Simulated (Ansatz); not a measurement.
# SiNi: the cost of one run

Method: DFT PBE, scalar-relativistic, in Ansatz 0.2.0.

## (1) The structure to begin with

It takes space group Pmmn (No. 59, orthorhombic). Conventional cell: a = 3.027 Å, b = 3.273 Å, c = 4.698 Å, α = 90.00°, β = 90.00°, γ = 90.00°. Si (site symmetry mm2) has 6 Ni at 2.34 to 2.40 Å and 4 Si at 2.68 Å as nearest neighbours. Ni (site symmetry mm2) is surrounded by 6 Si at 2.34 to 2.40 Å and 4 Ni at 2.67 Å.

Coordinates:

```
CELL_PARAMETERS angstrom
3.02662 0.00000 0.00000
0.00000 3.27350 0.00000
0.00000 0.00000 4.69776
ATOMIC_POSITIONS crystal
Si 0.50000 0.50000 0.84230
Si 0.00000 0.00000 0.15770
Ni 0.50000 0.50000 0.34422
Ni 0.00000 0.00000 0.65578
```

Atoms are numbered in the order of the input: Si1, Si2, Ni3, Ni4.

## (2) Volume × 0.94, LAPW

File input.yaml:

```yaml
crystal:
  lattice:
    - [2.9648349084, 0.0, 0.0]
    - [0.0, 3.2066751269, 0.0]
    - [0.0, 0.0, 4.6018604381]
  atoms:
    - { symbol: Si, position: [0.5, 0.5, 0.8423] }
    - { symbol: Si, position: [0.0, 0.0, 0.1577] }
    - { symbol: Ni, position: [0.5, 0.5, 0.34422], spin: 1.5 }
    - { symbol: Ni, position: [0.0, 0.0, 0.65578], spin: 1.5 }
magnetization:
  spin_polarized: true
kpoints:
  mp_grid: { grid: [11, 10, 7] }
  band_path:
    path:
      - [0.0, 0.0, 0.0]
      - [0.5, 0.0, 0.0]
      - [0.5, 0.5, 0.0]
      - [0.0, 0.5, 0.0]
      - [0.0, 0.0, 0.0]
      - [0.0, 0.0, 0.5]
      - [0.5, 0.0, 0.5]
      - [0.5, 0.5, 0.5]
      - [0.0, 0.5, 0.5]
    npoints: 5
scf:
  occupations: { method: fermi_dirac, width: 0.05 }
hamiltonian:
  xc: pbe
  pseudopotentials: { kind: all_electron, lapw: { basis_error: 0.001 } }
output:
  forces: true
  stress: true
  eigenvalues: true
```

Command:

```bash
$ ansatz run input.yaml --threads 1 --pin off --max-ram 6144MiB --backend cpu --events-out ev --progress --plain --runs-dir out
```

Q: Estimate wall time and peak memory on 1 thread of Arm Neoverse V2, shared host.

About 3.1 min, with a peak of 1.3 GiB.
